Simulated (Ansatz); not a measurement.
A run of Ansatz 0.2.0 is set up as follows.

File input.yaml:

```yaml
crystal:
  lattice:
    - [2.938, 0.0, 0.0]
    - [-1.469, 2.5443826363, 0.0]
    - [0.0, 0.0, 2.883]
  atoms:
    - { symbol: Ta, position: [0.0, 0.0, 0.5] }
    - { symbol: "N", position: [0.6666666667, 0.3333333333, 0.0] }
kpoints:
  mp_grid: { grid: [10, 10, 9] }
scf:
  occupations: { method: gaussian, width: 0.05 }
hamiltonian:
  xc: pbesol
  pseudopotentials: { kind: all_electron, lapw: { basis_error: 0.001 } }
output:
  forces: true
  stress: true
  eigenvalues: true
```

Potentials or basis: all-electron LAPW, scalar-relativistic.

Launch:

```bash
$ ansatz run input.yaml --threads 1 --pin off --max-ram 3072MiB --backend cpu --events-out ev --progress --plain --runs-dir out
```

(1) What does it give for the pressure?

Results:

(1) -4.8 GPa.
